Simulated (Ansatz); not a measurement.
Crystal: C.

```
C
1.0
     2.52210    0.00000    0.00000
    -1.26105    2.18420    0.00000
     0.00000    0.00000    8.23710
C
8
Direct
  0.66667 0.33333 0.84375
  0.33333 0.66667 0.34375
  0.66667 0.33333 0.65625
  0.33333 0.66667 0.15625
  0.00000 0.00000 0.90625
  0.00000 0.00000 0.40625
  0.00000 0.00000 0.59375
  0.00000 0.00000 0.09375
```

This is a hexagonal form of diamond, not graphite.

Base run:

| Item | Value |
| --- | --- |
| Program | Ansatz 0.2.0 |
| Functional | PBE |
| Potentials or basis | Ansatz PAW |
| Cutoff | 420 eV (not typed: the program's choice for these potentials) |
| k mesh | 12 × 12 × 4 |
| Occupations | gaussian, width 0.015 eV |
| Spin | no spin polarisation |

Its results: band gap on the k mesh 4.42 eV, indirect (least direct gap 5.19 eV); pressure 2.3 GPa; largest force 0.329 eV/Å.

Question: The run is repeated on the same cell with these changes: functional from PBE to revPBE; occupations from gaussian, width 0.015 eV to fermi-dirac, width 0.05 eV. What comes out?

Answer: Band gap on the k mesh 4.42 eV, indirect (least direct gap 5.19 eV); pressure 6.9 GPa; largest force 0.328 eV/Å.

Caveats: the PAW data sets come from PBE, with cores solved anew for the run's functional, which leaves a small shift of forces and pressure (some runs).
